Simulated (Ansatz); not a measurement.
**GeTe (space group R3m, No. 160)**

```cif
data_GeTe
_chemical_formula_sum 'Ge1 Te1'
_space_group_name_H-M_alt 'P 1'
_space_group_IT_number 1
_cell_length_a 4.38221
_cell_length_b 4.38221
_cell_length_c 4.38221
_cell_angle_alpha 57.665
_cell_angle_beta 57.665
_cell_angle_gamma 57.665
loop_
_space_group_symop_operation_xyz
  'x, y, z'
loop_
_atom_site_label
_atom_site_type_symbol
_atom_site_fract_x
_atom_site_fract_y
_atom_site_fract_z
_atom_site_occupancy
Ge1 Ge 0.23423 0.23423 0.23423 1
Te1 Te 0.76577 0.76577 0.76577 1
```

Method: Ansatz (a first-principles code), PBE, PAW, cutoff 420 eV, no SOC. Γ-centred 10×10×10 mesh, Fermi–Dirac width 0.05 eV.

Volume per atom: 28.16 Å³
Density: 5.90 g/cm³
Band gap: 0.62 eV (uncertain: the edges found on the path are not clean extrema)
Total energy: -5637.563 eV/atom (σ→0; compares only within this code and set-up)

Spin-orbit coupling, missing from the scalar runs, can matter with Te. Whether these cells are dynamically stable was not tested.
